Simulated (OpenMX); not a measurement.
The system is MgS (Niningerite).

```xyz
2
Lattice="0.0000 2.6016 2.6016 2.6016 0.0000 2.6016 2.6016 2.6016 0.0000" Properties=species:S:1:pos:R:3 pbc="T T T"
S     2.6016    2.6016    2.6016
Mg    0.0000    0.0000    0.0000
```

Base run:

* Program: OpenMX 3.8.5
* Functional: PBE
* Potentials or basis: OpenMX 2013 PBE set, S7.0-s2p2d1, Mg7.0-s3p2, grid cutoff 500 Ry
* k mesh: 9 × 9 × 9
* Occupations: fermi-dirac, width 0.05 eV
* Spin: no spin polarisation

Its results: band gap on the k mesh 2.76 eV, indirect (least direct gap 3.75 eV); pressure 1.7 GPa.

The run is repeated on the same cell with these changes: potentials or basis from OpenMX 2013 PBE set, S7.0-s2p2d1, Mg7.0-s3p2, grid cutoff 500 Ry to OpenMX 2013 PBE set, S7.0-s3p2d2f1, Mg7.0-s3p2d2, grid cutoff 500 Ry. What comes out?

Band gap on the k mesh 2.87 eV, indirect (least direct gap 3.84 eV); pressure 1.9 GPa.

Caveats: the mesh misses the band edges, which the band path finds closer together; the basis of atomic orbitals isn't converged, which shifts pressures, moduli and gaps.
